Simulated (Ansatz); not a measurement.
The system is TiO2.

```
Ti O
1.0
     6.15358   -1.88347    0.00000
     6.15358    1.88347    0.00000
    -1.92833    0.00000    6.32897
Ti O
4 8
Direct
  0.90007 0.90007 0.28960
  0.19529 0.19529 0.28376
  0.09993 0.09993 0.71040
  0.80471 0.80471 0.71624
  0.36193 0.36193 0.29340
  0.26349 0.26349 0.65250
  0.86719 0.86719 0.99529
  0.73651 0.73651 0.34750
  0.94165 0.94165 0.63002
  0.13281 0.13281 0.00471
  0.63807 0.63807 0.70660
  0.05835 0.05835 0.36998
```

The cell comes from a database or a generator and needn't be the stable form of this composition.

```yaml
Program: Ansatz 0.2.0
Task: relaxation of cell and atoms
Functional: PBEsol
Potentials_or_basis: Ansatz PAW
Cutoff: "420 eV (not typed: the program's choice for these potentials)"
k_mesh: 8 × 8 × 4
Occupations: fermi-dirac, width 0.05 eV
Spin: no spin polarisation
```

At the start: volume 12.23 Å³/atom.

Q: How do energy, volume and symmetry change on relaxing?

A: It ends after 9 steps and the volume is 11.81 Å³/atom (-3.4 %); space group C2/m (No. 12, to 0.05 Å).

Step by step:
```csv
step,energy change (eV),largest force (eV/Å),volume (Å³)
1,0.0000,0.1534,146.71
2,-0.1140,0.0495,143.06
3,-0.1268,0.0421,141.79
4,-0.1267,0.0310,141.85
5,-0.1268,0.0072,141.88
6,-0.1268,0.0017,141.88
7,-0.1094,0.0019,141.88
8,-0.1103,0.0013,141.72
9,-0.1096,0.0014,141.72
```

Final structure:
```
CELL_PARAMETERS angstrom
6.07989 -1.86505 0.00014
6.07989 1.86505 0.00014
-1.90509 0.00000 6.24887
ATOMIC_POSITIONS crystal
Ti 0.89907 0.89907 0.29149
Ti 0.19508 0.19508 0.28366
Ti 0.10093 0.10093 0.70851
Ti 0.80492 0.80492 0.71634
O 0.36176 0.36176 0.29490
O 0.26379 0.26379 0.65179
O 0.86620 0.86620 0.99655
O 0.73621 0.73621 0.34821
O 0.94172 0.94172 0.63010
O 0.13380 0.13380 0.00345
O 0.63824 0.63824 0.70510
O 0.05828 0.05828 0.36990
```

Caveat: the plane-wave basis is chosen anew once the cell has moved, so the energies of steps on either side of that aren't comparable; the pressure holds a Pulay correction of +0.7 GPa for the finite cutoff; the PAW data sets come from PBE, with cores solved anew for the run's functional, which leaves a small shift of forces and pressure.
